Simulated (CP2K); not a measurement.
HfN:

```
CELL_PARAMETERS angstrom
3.47164 0.00000 0.00000
1.73582 3.00653 0.00000
1.73582 1.00218 2.83458
ATOMIC_POSITIONS crystal
Hf 0.00000 0.00000 0.00000
N 0.25000 0.25000 0.25000
```

The cell comes from a database or a generator and needn't be the stable form of this composition.

| Quantity | Value |
| --- | --- |
| Program | CP2K 2026.2 |
| Task | single point |
| Functional | PBE |
| Potentials or basis | POTENTIAL_UZH Hf GTH-PBE-q12, N GTH-PBE-q5; TZVP-MOLOPT-PBE-GTH basis |
| Density cutoff | 6123 eV |
| k mesh | 9 × 9 × 9 |
| Occupations | fermi-dirac, width 0.05 eV |
| Spin | no spin polarisation |

On this cell: pressure -1.9 GPa; largest force zero by symmetry; band gap on the k mesh none (metal or under the smearing width).

The same run follows on a disturbed copy (atoms moved at random, drawn with an rms of 0.05 Å):

```
Hf N
1.0
     3.47164    0.00000    0.00000
     1.73582    3.00653    0.00000
     1.73582    1.00218    2.83458
Hf N
1 1
Direct
  0.99847 0.99706 0.99660
  0.26378 0.24281 0.23936
```

Problem. What changes?

Solution. The energy (extrapolated to zero smearing) moves by +5.4 meV/atom; pressure -1.7 GPa; largest force 0.522 eV/Å; band gap on the k mesh none (metal or under the smearing width).

Forces on the atoms (eV/Å):
```
Hf   0.402 -0.239 -0.230
N   -0.400  0.241  0.233
```

Stress tensor (GPa, compression positive):
```
-0.21 -1.47 -1.03
-1.47 -1.97  0.62
-1.03  0.62 -2.90
```

Caveats: the basis of atomic orbitals isn't converged, which shifts pressures, moduli and gaps.
